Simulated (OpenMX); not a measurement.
ZrO2:

```
Zr O
1.0
     3.59610    0.00000    0.00000
     0.00000    3.59610    0.00000
     0.00000    0.00000    5.17700
Zr O
2 4
Direct
  0.50000 0.50000 0.50000
  0.00000 0.00000 0.00000
  0.50000 0.00000 0.79700
  0.50000 0.00000 0.29700
  0.00000 0.50000 0.70300
  0.00000 0.50000 0.20300
```

Base run:

* Program: OpenMX 3.8.5
* Functional: PBE
* Dispersion: D4
* Potentials or basis: OpenMX 2013 PBE set, Zr7.0-s3p2d2, O6.0-s2p2d1, grid cutoff 400 Ry
* k mesh: 5 × 5 × 5
* Occupations: fermi-dirac, width 0.05 eV
* Spin: no spin polarisation

Its results: band gap on the k mesh 3.61 eV, indirect (least direct gap 3.61 eV); pressure 6.4 GPa; largest force 0.052 eV/Å.

Task: After a change of settings the same cell gave: band gap on the k mesh 3.61 eV, indirect (least direct gap 3.61 eV); pressure 10.1 GPa; largest force 0.026 eV/Å. Which change was it?
A. dispersion from D4 to D3(BJ)
B. dispersion from D4 to D3
C. dispersion from D4 to none

Result: C.

Dispersion adds attraction, which lowers the pressure at fixed volume and, as a term added to the energy, leaves the levels alone.

Caveats: an odd mesh through Γ misses points on the zone boundary, where band edges often lie; the basis of atomic orbitals isn't converged, which shifts pressures, moduli and gaps.
